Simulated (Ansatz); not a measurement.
# SnO2 (R-3m) in Ansatz: settings compared

One crystal, SnO2, is run at these levels: PBE, PBE+D3(BJ), PBE+D3(BJ)-ATM, PBE+D4; tasks: relaxation of cell and atoms.

Everything below comes from runs of Ansatz 0.2.0. Logs are shortened: lines on timing, memory, paths and dates and some standing lists are left out, and cuts for length are marked.

### 1 Starting point

It takes space group R-3m (No. 166, trigonal). Conventional cell: a = 3.234 Å, b = 3.234 Å, c = 14.402 Å, α = 90.00°, β = 90.00°, γ = 120.00°. Sn (site symmetry -3m) has 6 O at 2.13 Å as nearest neighbours. Around O (site symmetry 3m) lie 3 Sn at 2.13 Å.

Measurements of this composition are mostly on another form, of space group No. 136.

### 2 Relaxation of cell and atoms, PBE

The input, input.yaml:

```yaml
crystal:
  lattice:
    - [1.6170930752, 0.9336291223, 4.800592584]
    - [-1.6170930752, 0.9336291223, 4.800592584]
    - [0.0, -1.8672582446, 4.800592584]
  atoms:
    - { symbol: Sn, position: [0.5, 0.5, 0.5] }
    - { symbol: O, position: [0.76283, 0.76283, 0.76283] }
    - { symbol: O, position: [0.23717, 0.23717, 0.23717] }
hamiltonian:
  xc: pbe
  pseudopotentials: { kind: paw }
kpoints:
  mp_grid: { grid: [10, 10, 10] }
scf:
  occupations: { method: fermi_dirac, width: 0.05 }
output:
  forces: true
  stress: true
  eigenvalues: true
relax:
  f_tol: 0.01
  max_steps: 40
  cell: { stress_tol: 0.05 }
```

Potentials or basis: Ansatz PAW.

The run is started by

```bash
> ansatz run input.yaml --threads 2 --pin off --max-ram 5632MiB --backend cpu --events-out ev --progress --plain --runs-dir out
```

What it wrote:

```text
Warning: RAYON_NUM_THREADS=2 ignored (pool sized by the plan → 2); use --threads N
basis.fft_grid_basis auto: the FFT boxes are laid along the combinations [[1, 0, -1], [0, 1, -1], [0, 0, 1]] of the cell's own vectors, 3.234, 3.234 and 5.151 Å long. The dense box has 24×24×36 points. Along the cell's own vectors, as sized, it would have 36×36×36, 2.25 times as many. Of the 12 symmetry operations that the crystal satisfies within crystal.symmetry.tolerance (time reversal apart; of a slab, those that keep its plane) the dense box along the cell's own vectors carries 12, and the one as laid loses 8 of those. basis.fft_grid_basis: typed keeps the cell's own vectors: state it where this run's energies or levels are differenced outside the engine with another run's, or held beside a run that keeps those vectors.
Engine: ansatz 0.2.0, x86_64-unknown-linux-gnu
Pseudopotentials: kind: paw
Pseudopotential: Sn, paw, valence charge 14, recommended cutoff 420 eV (normal), Sn.paw.azcp
Pseudopotential: O, paw, valence charge 6, recommended cutoff 420 eV (normal), O.paw.azcp
Functional definition: PBE
  parameter kappa = 0.804
  parameter beta = 0.06672455060314922
  exchange = pbe_x(kappa = kappa, mu = beta*pi^2/3)
  correlation = pbe_c(beta = beta)
Crystal: 3 atoms, lattice volume = 43.487 Å³
Basis set: ecut = 420 eV, 863 PW (Γ), FFT grids on a1−a3, a2−a3, a3, exchange–correlation on 48×48×72 points (8 copies of the dense FFT grid, shifted against one another)
Bands: 17, of which v1, the nominal top of the filled ones, is band 13 counted from 1 (12 counted from 0)
Symmetry: 12 space group operations
Space group: R-3m (ITA 166), of the structure as read, at distance tolerance 3.5e-5 Å
k-points: 116 of 1000
Non-local potential: Sn, projectors of the file, l = 0: 2, l = 1: 2, l = 2: 2, l = 3: 2
Non-local potential: O, projectors of the file, l = 0: 2, l = 1: 2, l = 2: 1
PAW form: soft (Blöchl's): semilocal exchange-correlation on the pseudo side does not see the compensation charge
PAW one-centre angular grid: Sn, 590 points (default); XC on 64 Gauss nodes
PAW one-centre angular grid: O, 110 points (default); XC on 64 Gauss nodes
Initial density: superposition of atomic densities (neutral atoms: chi_scale 0, normalization atom), corrected by the library's trained network
Initial wavefunctions: pseudopotential atomic-orbital guess
Functional: x = pbe(κ = 0.804, μ = 0.2195149727645171), c = pbe(β = 0.06672455060314922)
SCF iter   1: F=—  HF=-7158.536651 eV  |F-HF|=—  |Δ(HF+E_count)|=         —  Δρ=1.68e-3  dr2=5.13e-4  ethr=1.77e-3  ⟨swp⟩=6.0  Hψ=10714  notcnv=0
preconditioner: auto → none  [insulator: Δε(μ)=1.935 eV  Ē_g=19.660 eV  σ=0.050 eV  W_gap=1.00  n_scr=14 (ndim 8)  ℏωp=28.7 eV  f_vac=0.168  D(μ)=0.00/eV (n_scr^D=0)  ε∞_Penn≈3.1]
SCF iter   2: F=—  HF=-7158.536543 eV  |F-HF|=—  |Δ(HF+E_count)|=   1.08e-4  Δρ=8.70e-4  dr2=1.19e-4  ethr=1.97e-6  ⟨swp⟩=2.0  Hψ=4381  notcnv=0
SCF iter   3: F=—  HF=-7158.536673 eV  |F-HF|=—  |Δ(HF+E_count)|=   1.30e-4  Δρ=3.67e-4  dr2=3.00e-5  ethr=4.56e-7  ⟨swp⟩=2.0  Hψ=3462  notcnv=0
SCF iter   4: F=—  HF=-7158.536727 eV  |F-HF|=—  |Δ(HF+E_count)|=   5.41e-5  Δρ=2.15e-4  dr2=1.39e-5  ethr=1.15e-7  ⟨swp⟩=2.0  Hψ=2900  notcnv=0
SCF iter   5: F=—  HF=-7158.536724 eV  |F-HF|=—  |Δ(HF+E_count)|=   2.83e-6  Δρ=4.19e-5  dr2=5.00e-7  ethr=5.33e-8  ⟨swp⟩=2.0  Hψ=2589  notcnv=0
SCF iter   6: F=-7158.536724 eV  HF=-7158.536724 eV  |F-HF|=1.06e-8  |Δ(HF+E_count)|=   1.31e-7  Δρ=7.21e-6  dr2=1.61e-8  ethr=3.85e-10  ⟨swp⟩=6.6  Hψ=10023  notcnv=0
SCF 1 converged in 6 iterations: F = -7158.536724 eV  dr2 = 1.61e-8
[... 93 lines left out ...]
SCF 10 converged in 5 iterations: F = -7158.538458 eV  dr2 = 8.03e-12
relax step  10: F+E_penalty+E_count = -7158.53845814 eV  Δ(F+E_penalty+E_count) = -6.490e-4 eV  max|allowed force component| = 1.685e-4 eV/Å  Δτ_max = 0.0000 Å  P = +0.015 GPa  Ω = 44.162 Å³  stress off target by 4.65e-2 GPa  SCF on the basis re-selected at this cell (its energy is not comparable with the rows above)  (5 SCF iters)
basis re-selected at this cell: Δ(F+E_penalty+E_count) = -6.490e-4 eV, ΔP = +0.005 GPa vs the last step (what re-selecting the basis moved, of the pressure what is left beyond the Pulay correction that the steps carried, after the strain that the cell walked since its last selection, with what the two solves' SCF thresholds leave and, on support functions, any second-order correction that the steps lacked; it is no measure of the basis error at this ecutwfc). This SCF's stress stands 4.65e-2 GPa from its target on what of the cell is left free (relax.cell.stress_tol is 5.00e-2 GPa) and its largest allowed force component is 1.69e-4 eV/Å (relax.f_tol is 1.00e-2 eV/Å): within both
SCF converged after 5 iterations
Free energy (F): -7158.538458 eV
Harris-Foulkes:  -7158.538458 eV  (|F-HF|=4.09e-11)
Internal energy: -7158.538458 eV  (E = F + TS)
E sigma→0 (E₀):  -7158.538458 eV
Fermi energy:    6.975760 eV
--- Per-component energies (eV) ---
  E_band       = -138.527550
  E_kinetic    = 537.705069
  E_local      = -2049.391717  (includes V_loc(G=0)·N_el)
  E_nonlocal   = 66.362613
  E_hartree    = 1015.049920
  E_xc         = -527.024187
  E_vxc        = -281.186049  (∫ρ·V_xc dr)
  E_paw        = -4462.366952  (= ΣΔE_a)
  E_vpaw       = -442.122112  (= ΣTr[D̂ρ^β])
  E_aug_tail   = 0.004812  (compensation charges beyond the density's cutoff)
  E_ewald      = -1738.878016
  E_smearing   = -0.000000  (= −TS)
  E_closure    = 0.000000  (closes the sum)
  Σ components = -7158.538458   (vs F -7158.538458, Δ=0.00e0)
--- Forces (eV/Å), atoms counted from 1 ---
  atom   1  Sn     0.00000000     0.00000000     0.00000000
  atom   2  O      0.00000000     0.00000000     0.00016851
  atom   3  O     -0.00000000    -0.00000000    -0.00016851
  max |Σ_I F_I| component: 5.42e-20 eV/Å
--- Stress (GPa, compression-positive) ---
       -0.000161       0.000000       0.000000
        0.000000      -0.000161       0.000000
        0.000000       0.000000       0.046496
  P = ⅓ Tr σ = 0.0154 GPa (0.154 kbar)
--- Band table (eV; the first three rows and the last of 116) ---
  k-point 0: bands = ["-14.1335", "-13.9259", "-13.9259", "-13.7408", "-13.7408", "-12.0490", "-10.2631", "2.0338", "4.5950", "4.5950", "4.9781", "4.9781", "5.7002", "7.8535", "11.6219", "16.9367", "16.9367"]
  k-point 1: bands = ["-14.1000", "-13.9976", "-13.9052", "-13.7612", "-13.7415", "-11.9798", "-10.1199", "1.9004", "4.0412", "4.3294", "4.7401", "5.1014", "5.7757", "8.4534", "12.0089", "15.9542", "17.1532"]
  k-point 2: bands = ["-14.2331", "-13.9722", "-13.8593", "-13.7900", "-13.7342", "-11.7627", "-9.7836", "1.3797", "3.2406", "3.8527", "4.2946", "5.2199", "5.7865", "9.6189", "12.8613", "14.9754", "17.6766"]
  k-point 115: bands = ["-14.1339", "-13.9258", "-13.9258", "-13.7407", "-13.7407", "-11.9675", "-10.3769", "2.3732", "4.5448", "4.5448", "4.6740", "5.0170", "5.0170", "9.0088", "11.5131", "17.0870", "17.0870"]
--- Relaxed structure (7 steps of the walk, 7 accepted, 3 SCFs on fresh bases) ---
  F+E_penalty+E_count = -7158.53845814 eV   max|allowed force component| = 1.685e-4 eV/Å   (the final SCF, on the basis selected at the relaxed cell)
  cell:  # Å, volume = 44.1624 Å³
    - [1.6173293810562588, 0.9337655535211222, 4.873773426829545]
    - [-1.6173293810562588, 0.9337655535211222, 4.873773426829545]
    - [9.471533928850632e-18, -1.8675311070422445, 4.873773426829545]
  atoms:
    - { symbol: Sn, position: [0.5, 0.5, 0.5] }
    - { symbol: O, position: [0.7645219092921994, 0.7645219092921994, 0.7645219092921994] }
    - { symbol: O, position: [0.23547809070780065, 0.23547809070780065, 0.23547809070780065] }
```

It took 18 s on 2 threads of Intel Xeon Platinum 8488C (Sapphire Rapids), shared host; peak memory 0.46 GiB.

What came out:

- Free energy: -7158.5385 eV
- Relaxed volume: 14.72 Å³/atom
- Relaxed cell: a = 5.219 Å, b = 5.219 Å, c = 5.219 Å, α = 36.10°, β = 36.10°, γ = 36.10°
- Space group after relaxing (to 0.05 Å): R-3m (No. 166)
- Energy gained by relaxing: 0.6 meV/atom
- Ionic steps: 10
- Pressure after relaxing: 0.0 GPa
- Band gap on the k mesh: 1.99 eV, indirect (least direct gap 2.15 eV)

The path:
```tsv
step	energy change (eV)	largest force (eV/Å)	volume (Å³)
1	0.0000	0.1327	43.49
2	0.0014	0.0508	43.94
3	-0.0006	0.0082	43.67
4	-0.0003	0.0001	43.74
5	-0.0016	0.0000	43.74
6	-0.0009	0.0029	43.91
7	-0.0004	0.0005	44.02
8	-0.0017	0.0010	44.02
9	-0.0011	0.0000	44.16
10	-0.0017	0.0002	44.16
```

Final structure:
```
Sn O
1.0
     1.61733    0.93377    4.87377
    -1.61733    0.93377    4.87377
     0.00000   -1.86753    4.87377
Sn O
1 2
Direct
  0.50000 0.50000 0.50000
  0.76452 0.76452 0.76452
  0.23548 0.23548 0.23548
```

Caveat: the plane-wave basis is chosen anew once the cell has moved, so the energies of steps on either side of that aren't comparable; the pressure holds a Pulay correction of +0.7 GPa for the finite cutoff; spin-orbit coupling is left out, which moves the levels of the heavy elements.

### 3 Relaxation of cell and atoms, PBE+D3(BJ)

Edit input.yaml of step 2 so:

```diff
@@ -12,2 +12,3 @@
   pseudopotentials: { kind: paw }
+  dispersion: d3bj
 kpoints:
```

Potentials or basis: Ansatz PAW.

The run is started by

```bash
> ansatz run input.yaml --threads 2 --pin off --max-ram 5632MiB --backend cpu --events-out ev --progress --plain --runs-dir out
```

It took 20 s on 2 threads of Intel Xeon Platinum 8488C (Sapphire Rapids), shared host; peak memory 0.46 GiB.

It converged, with:

```yaml
Free_energy: -7159.1073 eV
Relaxed_volume: 12.99 Å³/atom
Relaxed_cell: a = 4.682 Å, b = 4.682 Å, c = 4.682 Å, α = 40.46°, β = 40.46°, γ = 40.46°
Space_group_after_relaxing_to_0.05_Å: R-3m (No. 166)
Energy_gained_by_relaxing: 13.6 meV/atom
Ionic_steps: 12
Pressure_after_relaxing: 0.0 GPa
Band_gap_on_the_k_mesh: 1.57 eV, direct
```

The path:
| step | energy change (eV) | largest force (eV/Å) | volume (Å³) |
| --- | --- | --- | --- |
| 1 | 0.0000 | 0.1235 | 43.49 |
| 2 | -0.0331 | 0.0806 | 40.97 |
| 3 | -0.0490 | 0.0852 | 39.29 |
| 4 | -0.0481 | 0.0027 | 39.72 |
| 5 | -0.0485 | 0.0040 | 39.65 |
| 6 | -0.0393 | 0.0020 | 39.65 |
| 7 | -0.0433 | 0.0019 | 39.09 |
| 8 | -0.0408 | 0.0028 | 39.09 |
| 9 | -0.0412 | 0.0000 | 39.01 |
| 10 | -0.0408 | 0.0003 | 39.01 |
| 11 | -0.0411 | 0.0013 | 38.97 |
| 12 | -0.0408 | 0.0014 | 38.97 |

Final structure:
```
Sn O
1.0
     1.61884    0.93464    4.29221
    -1.61884    0.93464    4.29221
     0.00000   -1.86927    4.29221
Sn O
1 2
Cartesian
  0.0000 0.0000 6.4383
  0.0000 0.0000 9.7397
  0.0000 0.0000 3.1369
```

Levels at points of the mesh, in eV from the valence-band top:
```tsv
k point	band 11	band 12	band 13	band 14	band 15	band 16
(0.00, 0.00, 0.00)	-1.23	-1.23	0.00	1.57	5.45	10.68
(0.00, 0.00, -0.50)	-1.91	-1.07	-0.95	5.30	7.85	9.85
(0.00, -0.50, -0.50)	-1.12	-0.57	-0.06	4.80	6.73	10.83
(-0.50, -0.50, -0.50)	-1.68	-1.08	-1.08	3.50	5.74	11.11
```

Caveat: the plane-wave basis is chosen anew once the cell has moved, so the energies of steps on either side of that aren't comparable; the pressure holds a Pulay correction of +0.8 GPa for the finite cutoff; spin-orbit coupling is left out, which moves the levels of the heavy elements. PBE gaps usually lie below the measured ones, often by a third to a half.

### 4 Relaxation of cell and atoms, PBE+D3(BJ)-ATM

Edit input.yaml of step 3 so:

```diff
@@ -12,3 +12,3 @@
   pseudopotentials: { kind: paw }
-  dispersion: d3bj
+  dispersion: d3bjatm
 kpoints:
```

The run is started by

```bash
> ansatz run input.yaml --threads 2 --pin off --max-ram 5632MiB --backend cpu --events-out ev --progress --plain --runs-dir out
```

Run time: 20 s. Hardware: 2 threads of Intel Xeon Platinum 8488C (Sapphire Rapids), shared host; peak memory 0.45 GiB.

Results (log left out):

* Free energy: -7159.0731 eV
* Relaxed volume: 13.09 Å³/atom
* Relaxed cell: a = 4.714 Å, b = 4.714 Å, c = 4.714 Å, α = 40.16°, β = 40.16°, γ = 40.16°
* Space group after relaxing (to 0.05 Å): R-3m (No. 166)
* Energy gained by relaxing: 11.5 meV/atom
* Ionic steps: 11
* Pressure after relaxing: 0.0 GPa
* Band gap on the k mesh: 1.61 eV, direct

Step by step:
```tsv
step	energy change (eV)	largest force (eV/Å)	volume (Å³)
1	0.0000	0.1235	43.49
2	-0.0282	0.0691	41.24
3	-0.0420	0.0952	39.68
4	-0.0416	0.0027	39.98
5	-0.0415	0.0017	39.99
6	-0.0327	0.0033	39.99
7	-0.0370	0.0012	39.37
8	-0.0368	0.0001	39.41
9	-0.0342	0.0008	39.41
10	-0.0350	0.0005	39.28
11	-0.0344	0.0008	39.28
```

Final structure:
```cif
data_structure
_symmetry_space_group_name_H-M 'P 1'
_symmetry_Int_Tables_number 1
_cell_length_a 4.7142
_cell_length_b 4.7142
_cell_length_c 4.7142
_cell_angle_alpha 40.164
_cell_angle_beta 40.164
_cell_angle_gamma 40.164
_cell_volume 39.28
loop_
_atom_site_label
_atom_site_type_symbol
_atom_site_fract_x
_atom_site_fract_y
_atom_site_fract_z
_atom_site_occupancy
Sn1 Sn 0.50000 0.50000 0.50000 1
O1 O 0.75688 0.75688 0.75688 1
O2 O 0.24312 0.24312 0.24312 1
```

Levels at points of the mesh, in eV from the valence-band top:
```
              k point  band 11  band 12  band 13  band 14  band 15  band 16
   (0.00, 0.00, 0.00)    -1.20    -1.20     0.00     1.61     5.49    10.72
  (0.00, 0.00, -0.50)    -1.86    -1.02    -0.91     5.31     7.85     9.87
 (0.00, -0.50, -0.50)    -1.12    -0.55    -0.05     4.83     6.75    10.83
(-0.50, -0.50, -0.50)    -1.64    -1.05    -1.05     3.48     5.73    11.13
```

Caveat: the plane-wave basis is chosen anew once the cell has moved, so the energies of steps on either side of that aren't comparable; the pressure holds a Pulay correction of +0.8 GPa for the finite cutoff; spin-orbit coupling is left out, which moves the levels of the heavy elements. A k mesh can miss the band edges.

(Continued in part 2 of 2.)
